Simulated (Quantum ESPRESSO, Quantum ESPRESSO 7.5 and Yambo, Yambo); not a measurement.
# CdSe (F-43m): G0W0 with Yambo, start to end

Aim: the G0W0 gap of CdSe (F-43m) on PBE, step by step.

Method: PBE and many-body steps on it, plane waves, in Quantum ESPRESSO 7.5 and Yambo 5.3.0.

**The experiments to reproduce.**

- Gap 1.69 ± 0.02 eV: direct gap from (alpha E)^2 extrapolation; spectroscopic ellipsometry; 300 K; film (fully relaxed MBE film, 304 nm) on GaAs(100) (“Band gap bowing of binary alloys: Experimental results compared to theoretical tight-binding supercell calculations for CdZnSe”, 2010, arxiv:1007.2297).

**1. Starting point**

The structure is cubic, space group F-43m (No. 216). Conventional cell: a = 6.050 Å, b = 6.050 Å, c = 6.050 Å, α = 90.00°, β = 90.00°, γ = 90.00°. Nearest to Cd lie 4 Se at 2.62 Å. Se has 4 Cd at 2.62 Å nearest. Farther neighbours and most contacts between anions are not listed.

The lattice is a measured one from papers, the positions are the Materials Project's; both are kept fixed.

**2. Ground state**

This step: Quantum ESPRESSO 7.5; DFT, PBE, plane waves, norm-conserving pseudopotentials.

The ground-state density comes first.

pw.in

```
&control
  calculation = 'scf'
  prefix = 'x'
  outdir = 'o'
  pseudo_dir = 'pseudo'
/
&system
  ibrav = 0
  nat = 2
  ntyp = 2
  ecutwfc = 104.0
  nbnd = 27
  force_symmorphic = .true.
/
&electrons
  conv_thr = 1e-10
  electron_maxstep = 80
  mixing_beta = 0.5
/
ATOMIC_SPECIES
  Cd 112.41 Cd.upf
  Se 78.971 Se.upf
CELL_PARAMETERS angstrom
  0.0000000000 3.0250000000 3.0250000000
  3.0250000000 0.0000000000 3.0250000000
  3.0250000000 3.0250000000 0.0000000000
ATOMIC_POSITIONS crystal
  Cd 0.0000000000 0.0000000000 0.0000000000
  Se 0.7500000000 0.7500000000 0.7500000000
K_POINTS automatic
  6 6 6 0 0 0
```

Launch:

```bash
> OMP_NUM_THREADS=1 mpirun -n 4 pw.x -nk 4 -in pw.in > pw.out
```

Log:

```text
Program PWSCF v.7.5 starts

     This program is part of the open-source Quantum ESPRESSO suite
     for quantum simulation of materials; please cite
         "P. Giannozzi et al., J. Phys.:Condens. Matter 21 395502 (2009);
         "P. Giannozzi et al., J. Phys.:Condens. Matter 29 465901 (2017);
         "P. Giannozzi et al., J. Chem. Phys. 152 154105 (2020);
     in publications or presentations arising from this work. More details at
     Message from routine setup:
     using ibrav=0 with symmetry is DISCOURAGED, use correct ibrav instead

     G-vector sticks info

     bravais-lattice index     =            0
     lattice parameter (alat)  =       8.0842  a.u.
     unit-cell volume          =     373.5964 (a.u.)^3
     number of atoms/cell      =            2
     number of atomic types    =            2
     number of electrons       =        44.00
     number of Kohn-Sham states=           27
     kinetic-energy cutoff     =     104.0000  Ry
     charge density cutoff     =     416.0000  Ry
     scf convergence threshold =      1.0E-10
     mixing beta               =       0.5000
     number of iterations used =            8  plain     mixing
     Exchange-correlation= PBE
                           (   1   4   3   4   0   0   0)

     celldm(1)=   8.084241  celldm(2)=   0.000000  celldm(3)=   0.000000
     celldm(4)=   0.000000  celldm(5)=   0.000000  celldm(6)=   0.000000

     crystal axes: (cart. coord. in units of alat)
               a(1) = (   0.000000   0.707107   0.707107 )
               a(2) = (   0.707107   0.000000   0.707107 )
               a(3) = (   0.707107   0.707107   0.000000 )

     reciprocal axes: (cart. coord. in units 2 pi/alat)
               b(1) = ( -0.707107  0.707107  0.707107 )
               b(2) = (  0.707107 -0.707107  0.707107 )
               b(3) = (  0.707107  0.707107 -0.707107 )
     Pseudo is Norm-conserving + core correction, Zval = 20.0
     Generated using ONCVPSP code by D. R. Hamann
     Using radial grid of 1368 points,  6 beta functions with:
     Pseudo is Norm-conserving + core correction, Zval = 24.0
     Generated using ONCVPSP code by D. R. Hamann
     Using radial grid of 1214 points,  6 beta functions with:
     Cd               20.00   112.41000     Cd( 1.00)
     Se               24.00    78.97100     Se( 1.00)

     24 Sym. Ops. (no inversion) found

   Cartesian axes

     site n.     atom                  positions (alat units)
         1        Cd     tau(   1) = (   0.0000000   0.0000000   0.0000000  )
         2        Se     tau(   2) = (   1.0606602   1.0606602   1.0606602  )

     number of k points=    16
                       cart. coord. in units 2pi/alat
        k(    1) = (   0.0000000   0.0000000   0.0000000), wk =   0.0092593
        k(    2) = (   0.1178511   0.1178511  -0.1178511), wk =   0.0740741
        k(    3) = (   0.2357023   0.2357023  -0.2357023), wk =   0.0740741
        k(    4) = (  -0.3535534  -0.3535534   0.3535534), wk =   0.0370370
        k(    5) = (   0.2357023   0.0000000  -0.0000000), wk =   0.0555556
        k(    6) = (   0.3535534   0.1178511  -0.1178511), wk =   0.2222222
        k(    7) = (  -0.2357023  -0.4714045   0.4714045), wk =   0.2222222
        k(    8) = (  -0.1178511  -0.3535534   0.3535534), wk =   0.2222222
        k(    9) = (   0.0000000  -0.2357023   0.2357023), wk =   0.1111111
        k(   10) = (   0.4714045   0.0000000  -0.0000000), wk =   0.0555556
     [... 4 further rows ...]
        k(   15) = (  -0.1178511  -0.3535534   0.5892557), wk =   0.2222222
        k(   16) = (  -0.7071068   0.2357023   0.0000000), wk =   0.1111111

     Dense  grid:    53497 G-vectors     FFT dimensions: (  54,  54,  54)

     Initial potential from superposition of free atoms

     starting charge      43.9997, renormalised to      44.0000
     Starting wfcs are   23 randomized atomic wfcs +    4 random wfcs

     per-process dynamical memory:    44.7 Mb

     Self-consistent Calculation

     iteration #  1     ecut=   104.00 Ry     beta= 0.50

     Threshold (ethr) on eigenvalues was too large:
     Diagonalizing with lowered threshold

     total energy              =   -1027.25810268 Ry
     estimated scf accuracy    <       0.08484266 Ry

     iteration #  2     ecut=   104.00 Ry     beta= 0.50

     total energy              =   -1027.27848738 Ry
     estimated scf accuracy    <       0.00829394 Ry

     iteration #  3     ecut=   104.00 Ry     beta= 0.50

     total energy              =   -1027.27978330 Ry
     estimated scf accuracy    <       0.00089064 Ry

     iteration #  4     ecut=   104.00 Ry     beta= 0.50

     total energy              =   -1027.27986490 Ry
     estimated scf accuracy    <       0.00004856 Ry

     iteration #  5     ecut=   104.00 Ry     beta= 0.50

     total energy              =   -1027.27986949 Ry
     estimated scf accuracy    <       0.00000467 Ry

     iteration #  6     ecut=   104.00 Ry     beta= 0.50

     total energy              =   -1027.27987037 Ry
     estimated scf accuracy    <       0.00000021 Ry

     iteration #  7     ecut=   104.00 Ry     beta= 0.50

     total energy              =   -1027.27987041 Ry
     estimated scf accuracy    <       0.00000010 Ry

     iteration #  8     ecut=   104.00 Ry     beta= 0.50

     total energy              =   -1027.27987042 Ry
     estimated scf accuracy    <          1.4E-09 Ry

     iteration #  9     ecut=   104.00 Ry     beta= 0.50

     total energy              =   -1027.27987042 Ry
     estimated scf accuracy    <          8.5E-10 Ry

     iteration # 10     ecut=   104.00 Ry     beta= 0.50

     End of self-consistent calculation

          k = 0.0000 0.0000 0.0000 (  6735 PWs)   bands (ev):

  -198.7238-138.2020-138.2020-138.2020 -93.3811 -54.4431 -54.4431 -54.4431
   -38.3758 -38.3758 -38.3758 -38.3721 -38.3721  -4.3449   0.3513   0.3513
     0.3513   0.7425   0.7425   8.3376   8.3376   8.3376   8.9804  14.2838
    14.2838  14.2838  18.2020

          k = 0.1179 0.1179-0.1179 (  6657 PWs)   bands (ev):

  -198.7238-138.2020-138.2020-138.2020 -93.3811 -54.4431 -54.4431 -54.4431
   -38.3758 -38.3758 -38.3758 -38.3721 -38.3721  -4.2492   0.3814   0.3814
     0.4409   0.7415   0.7415   6.6175   8.1214   8.1214  10.2871  14.0576
    14.6139  14.6139  18.5041

          k = 0.2357 0.2357-0.2357 (  6724 PWs)   bands (ev):

  -198.7238-138.2020-138.2020-138.2020 -93.3811 -54.4433 -54.4431 -54.4431
   -38.3759 -38.3758 -38.3758 -38.3720 -38.3720  -4.0548   0.4314   0.4314
     0.7529   0.7529   0.7530   4.7606   7.7397   7.7397  10.7755  14.8624
    14.8624  14.9469  18.2155

          k =-0.3536-0.3536 0.3536 (  6658 PWs)   bands (ev):

     [... further k-points ...]

     highest occupied, lowest unoccupied level (ev):     8.3376    8.9804

!    total energy              =   -1027.27987042 Ry
     estimated scf accuracy    <          6.4E-11 Ry

     The total energy is the sum of the following terms:
     one-electron contribution =    -880.94886381 Ry
     hartree contribution      =     418.60470941 Ry
     xc contribution           =    -106.19733478 Ry
     ewald contribution        =    -458.73838124 Ry

     convergence has been achieved in  10 iterations

     XML data file, charge density, pseudopotentials, collected wavefunctions

=------------------------------------------------------------------------------=
   JOB DONE.
=------------------------------------------------------------------------------=
```

Elapsed: 18 s, on 4 MPI ranks of Arm Neoverse V1, shared host; peak memory 0.36 GiB.

Numbers from this step:

| Item | Value |
| --- | --- |
| total energy | -13976.8547 eV |
| gap | 0.6427 eV |
| k of the valence top | 0, 0, 0 |
| k of the conduction bottom | 0, 0, 0 |
| least direct gap | 0.6427 eV |

The gap is direct, at Γ.

**3. Bands along the symmetry lines**

Levels along a band path, at the cheap level, show where the edges lie and whether the meshes to come will hold them.

pw.in

```
&control
  calculation = 'bands'
  prefix = 'x'
  outdir = 'o'
  pseudo_dir = 'pseudo'
/
&system
  ibrav = 0
  nat = 2
  ntyp = 2
  ecutwfc = 104.0
  nbnd = 28
  force_symmorphic = .true.
/
&electrons
  conv_thr = 1e-9
  electron_maxstep = 80
  diago_full_acc = .true.
  diago_thr_init = 5e-6
/
ATOMIC_SPECIES
  Cd 112.41 Cd.upf
  Se 78.971 Se.upf
CELL_PARAMETERS angstrom
  0.0000000000 3.0250000000 3.0250000000
  3.0250000000 0.0000000000 3.0250000000
  3.0250000000 3.0250000000 0.0000000000
ATOMIC_POSITIONS crystal
  Cd 0.0000000000 0.0000000000 0.0000000000
  Se 0.7500000000 0.7500000000 0.7500000000
K_POINTS crystal
  50
  0.00000000 0.00000000 0.00000000 1
  -0.06250000 -0.06250000 0.00000000 1
  -0.12500000 -0.12500000 0.00000000 1
  -0.18750000 -0.18750000 0.00000000 1
  -0.25000000 -0.25000000 0.00000000 1
  -0.31250000 -0.31250000 0.00000000 1
  -0.37500000 -0.37500000 0.00000000 1
  -0.43750000 -0.43750000 0.00000000 1
  -0.50000000 -0.50000000 0.00000000 1
  -0.48437500 -0.48437500 0.03125000 1
  -0.46875000 -0.46875000 0.06250000 1
  -0.45312500 -0.45312500 0.09375000 1
  -0.43750000 -0.43750000 0.12500000 1
  -0.42187500 -0.42187500 0.15625000 1
  -0.40625000 -0.40625000 0.18750000 1
  -0.39062500 -0.39062500 0.21875000 1
  -0.37500000 -0.37500000 0.25000000 1
  -0.37500000 0.00000000 0.37500000 1
  -0.32812500 0.00000000 0.32812500 1
  -0.28125000 0.00000000 0.28125000 1
  -0.23437500 0.00000000 0.23437500 1
  -0.18750000 0.00000000 0.18750000 1
  -0.14062500 0.00000000 0.14062500 1
  -0.09375000 0.00000000 0.09375000 1
  -0.04687500 0.00000000 0.04687500 1
  0.00000000 0.00000000 0.00000000 1
  0.00000000 0.00000000 0.06250000 1
  0.00000000 0.00000000 0.12500000 1
  0.00000000 0.00000000 0.18750000 1
  0.00000000 0.00000000 0.25000000 1
  0.00000000 0.00000000 0.31250000 1
  0.00000000 0.00000000 0.37500000 1
  0.00000000 0.00000000 0.43750000 1
  -0.00000000 -0.00000000 0.50000000 1
  -0.06250000 -0.03125000 0.46875000 1
  -0.12500000 -0.06250000 0.43750000 1
  -0.18750000 -0.09375000 0.40625000 1
  -0.25000000 -0.12500000 0.37500000 1
  -0.31250000 -0.15625000 0.34375000 1
  -0.37500000 -0.18750000 0.31250000 1
  -0.43750000 -0.21875000 0.28125000 1
  -0.50000000 -0.25000000 0.25000000 1
  -0.50000000 -0.28125000 0.21875000 1
  -0.50000000 -0.31250000 0.18750000 1
  -0.50000000 -0.34375000 0.15625000 1
  -0.50000000 -0.37500000 0.12500000 1
  -0.50000000 -0.40625000 0.09375000 1
  -0.50000000 -0.43750000 0.06250000 1
  -0.50000000 -0.46875000 0.03125000 1
  -0.50000000 -0.50000000 0.00000000 1
```

Log:

```text
[banner, memory and clock lines left out]
Program PWSCF v.7.5 starts

     Atomic positions and unit cell read from directory:
     o/x.save/

     Message from routine setup:
     using ibrav=0 with symmetry is DISCOURAGED, use correct ibrav instead

     G-vector sticks info

     bravais-lattice index     =            0
     lattice parameter (alat)  =       8.0842  a.u.
     unit-cell volume          =     373.5964 (a.u.)^3
     number of atoms/cell      =            2
     number of atomic types    =            2
     number of electrons       =        44.00
     number of Kohn-Sham states=           28
     kinetic-energy cutoff     =     104.0000  Ry
     charge density cutoff     =     416.0000  Ry
     Exchange-correlation= PBE
                           (   1   4   3   4   0   0   0)

     celldm(1)=   8.084241  celldm(2)=   0.000000  celldm(3)=   0.000000
     celldm(4)=   0.000000  celldm(5)=   0.000000  celldm(6)=   0.000000

     crystal axes: (cart. coord. in units of alat)
               a(1) = (   0.000000   0.707107   0.707107 )
               a(2) = (   0.707107   0.000000   0.707107 )
               a(3) = (   0.707107   0.707107   0.000000 )

     reciprocal axes: (cart. coord. in units 2 pi/alat)
               b(1) = ( -0.707107  0.707107  0.707107 )
               b(2) = (  0.707107 -0.707107  0.707107 )
               b(3) = (  0.707107  0.707107 -0.707107 )
     Pseudo is Norm-conserving + core correction, Zval = 20.0
     Generated using ONCVPSP code by D. R. Hamann
     Using radial grid of 1368 points,  6 beta functions with:
     Pseudo is Norm-conserving + core correction, Zval = 24.0
     Generated using ONCVPSP code by D. R. Hamann
     Using radial grid of 1214 points,  6 beta functions with:
     Cd               20.00   112.41000     Cd( 1.00)
     Se               24.00    78.97100     Se( 1.00)

     24 Sym. Ops. (no inversion) found

   Cartesian axes

     site n.     atom                  positions (alat units)
         1        Cd     tau(   1) = (   0.0000000   0.0000000   0.0000000  )
         2        Se     tau(   2) = (   1.0606602   1.0606602   1.0606602  )

     number of k points=    50
                       cart. coord. in units 2pi/alat
        k(    1) = (   0.0000000   0.0000000   0.0000000), wk =   0.0400000
        k(    2) = (   0.0000000   0.0000000  -0.0883883), wk =   0.0400000
        k(    3) = (   0.0000000   0.0000000  -0.1767767), wk =   0.0400000
[...]
[... 38 further rows ...]
        k(   49) = (   0.0441942  -0.0000000  -0.7071068), wk =   0.0400000
        k(   50) = (   0.0000000   0.0000000  -0.7071068), wk =   0.0400000

     Dense  grid:    53497 G-vectors     FFT dimensions: (  54,  54,  54)

     The potential is recalculated from file :
     o/x.save/charge-density

     Starting wfcs are   23 randomized atomic wfcs +    5 random wfcs

     Band Structure Calculation

     End of band structure calculation

          k = 0.0000 0.0000 0.0000 (  6735 PWs)   bands (ev):

  -198.7240-138.2021-138.2021-138.2021 -93.3810 -54.4430 -54.4430 -54.4430
   -38.3759 -38.3759 -38.3759 -38.3722 -38.3722  -4.3449   0.3513   0.3513
     0.3513   0.7425   0.7425   8.3376   8.3376   8.3376   8.9804  14.2838
    14.2838  14.2838  18.2021  19.5140

          k = 0.0000 0.0000-0.0884 (  6703 PWs)   bands (ev):

  -198.7240-138.2021-138.2021-138.2021 -93.3810 -54.4431 -54.4430 -54.4430
   -38.3759 -38.3759 -38.3759 -38.3722 -38.3722  -4.3256   0.3603   0.3603
[...]
14.4178  14.4178  18.4806  18.7428

          k = 0.0000 0.0000-0.1768 (  6667 PWs)   bands (ev):

  -198.7240-138.2021-138.2021-138.2021 -93.3810 -54.4431 -54.4431 -54.4431
[...]
14.7920  14.7920  17.5571  19.4345

          k =-0.0000 0.0000-0.2652 (  6679 PWs)   bands (ev):

[...]
k = 0.0000 0.0000-0.3536 (  6715 PWs)   bands (ev):

[...]
k = 0.0000-0.0000-0.4419 (  6698 PWs)   bands (ev):

[...]
k =-0.0000 0.0000-0.5303 (  6686 PWs)   bands (ev):

[...]
k = 0.0000-0.0000-0.6187 (  6710 PWs)   bands (ev):

[...]
k = 0.5303-0.0000-0.5303 (  6713 PWs)   bands (ev):

[...]
k = 0.0000 0.0000 0.0000 (  6735 PWs)   bands (ev):

[...]
k = 0.1326 0.0000-0.7071 (  6698 PWs)   bands (ev):

[...]
k = 0.0884-0.0000-0.7071 (  6702 PWs)   bands (ev):

[...]
k = 0.0442-0.0000-0.7071 (  6728 PWs)   bands (ev):

  -198.7240-138.2021-138.2021-138.2021 -93.3810 -54.4433 -54.4432 -54.4432
[...]
17.4583  18.4621  18.6722  20.7749

          k = 0.0000 0.0000-0.7071 (  6710 PWs)   bands (ev):

  -198.7240-138.2021-138.2021-138.2021 -93.3810 -54.4433 -54.4432 -54.4432
   -38.3761 -38.3759 -38.3759 -38.3722 -38.3721  -3.8344   0.5465   0.6254
     0.6254   0.8038   1.1170   4.1894   6.4334   6.4334  11.4600  12.1219
    17.5115  18.6566  18.6566  20.6934

     XML data file, pseudopotentials, collected wavefunctions
```

Wall time 12 s (4 MPI ranks); peak memory 0.28 GiB; 48 s of CPU time.

This step gave:

```
gap                        : 0.6427 eV
k of the valence top       : 0, 0, 0
k of the conduction bottom : 0, 0, 0
least direct gap           : 0.6427 eV
```

The gap is 0.643 eV, as in the run before at this level.

Electronic bands along the path, in eV, zero at the top of the highest filled band:

| point | band 19 | band 20 | band 21 | band 22 | band 23 | band 24 | band 25 | band 26 |
| --- | --- | --- | --- | --- | --- | --- | --- | --- |
| Γ | -7.60 | 0.00 | 0.00 | 0.00 | 0.64 | 5.95 | 5.95 | 5.95 |
| halfway | -7.56 | -2.59 | -1.06 | -1.06 | 3.34 | 4.22 | 7.69 | 7.69 |
| X | -7.22 | -4.15 | -1.90 | -1.90 | 3.12 | 3.78 | 9.17 | 10.32 |
| halfway | -7.18 | -4.13 | -2.19 | -1.81 | 3.40 | 4.17 | 8.82 | 9.66 |
| U | -7.13 | -4.09 | -2.59 | -1.56 | 3.72 | 5.20 | 8.31 | 8.65 |
| jump to K | -7.13 | -4.09 | -2.59 | -1.56 | 3.72 | 5.20 | 8.31 | 8.65 |
| halfway | -7.55 | -2.98 | -1.44 | -0.44 | 3.22 | 5.71 | 6.36 | 6.68 |
| Γ | -7.60 | 0.00 | 0.00 | 0.00 | 0.64 | 5.95 | 5.95 | 5.95 |
| halfway | -7.59 | -2.70 | -0.41 | -0.41 | 2.33 | 5.99 | 6.47 | 6.47 |
| L | -7.29 | -4.48 | -0.77 | -0.77 | 2.42 | 6.46 | 6.46 | 7.46 |
| halfway | -7.20 | -4.22 | -2.03 | -1.26 | 3.91 | 5.46 | 6.88 | 8.06 |
| W | -7.09 | -4.06 | -2.29 | -2.27 | 5.11 | 5.22 | 6.51 | 7.61 |
| halfway | -7.15 | -4.11 | -2.10 | -2.10 | 3.87 | 4.35 | 8.45 | 8.47 |
| X | -7.22 | -4.15 | -1.90 | -1.90 | 3.12 | 3.78 | 9.17 | 10.32 |

(Part 1 of 3 ends here.)

[Paths, hosts, dates, memory and timing lines, banners, echoed tables and standing remarks are left out of the program output.]

[Logs are printed without paths, hosts, clocks, repeated set-up lines and the standing remarks that a program may print on its own settings, such as how far it seeks lower states.]

[Runs of the session that timed out or met a known fault of the program may be left out.]

[Hosts, paths, dates, database ids (printed as entryN), source tags and the programs' standing remarks are cut or masked in the printed files.]
